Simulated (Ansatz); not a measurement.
## Response of Tc to small distortions

```xyz
2
Lattice="2.7400 0.0000 0.0000 -1.3700 2.3729 0.0000 0.0000 0.0000 4.3980" Properties=species:S:1:pos:R:3 pbc="T T T"
Tc    0.0000    1.5819    1.0995
Tc    1.3700    0.7910    3.2985
```

Atoms are numbered in the order listed.

The cell is COD entry 1541062, as deposited and not checked against the literature; nothing was relaxed.

Computed with DFT, PBE, all-electron LAPW, scalar-relativistic in Ansatz 0.2.0.

Sampling and basis: a Γ-centred 17×17×9 k mesh, Fermi–Dirac smearing of 0.08 eV, basis error target 1 meV/atom, no spin polarisation.

The unchanged cell is at 3.11 GPa.

In a metal, stresses and small energies carry noise from the k mesh.

x, y and z are the Cartesian axes of the cell as listed; fractional coordinates follow a strain, and an engineering shear is twice the off-diagonal strain component.

(1) With this change (z strained by +1.5 % at fixed volume), what becomes of the energy and stress?

With atom 2 (Tc) moved by (0.0000, 0.0000, 0.1200) Å: energy change +9 meV/atom; stress change (xx, yy, zz, yz, xz, xy) 1.02, 1.02, 3.53, 0.00, 0.00, 0.00 GPa, compression positive; change of the force on Tc2 (0.000, 0.000, -0.477) eV/Å.

(2) What force constant does this one finite step give for Tc2 along its displacement (all its periodic images move with it)?

Answers

(1) Energy change +7 meV/atom; stress change (xx, yy, zz, yz, xz, xy) 2.78, 2.78, -5.23, 0.00, 0.00, 0.00 GPa, compression positive.

(2) k = −ΔF·u/|u|² = 3.98 eV/Å², so the force pulls the atom back.
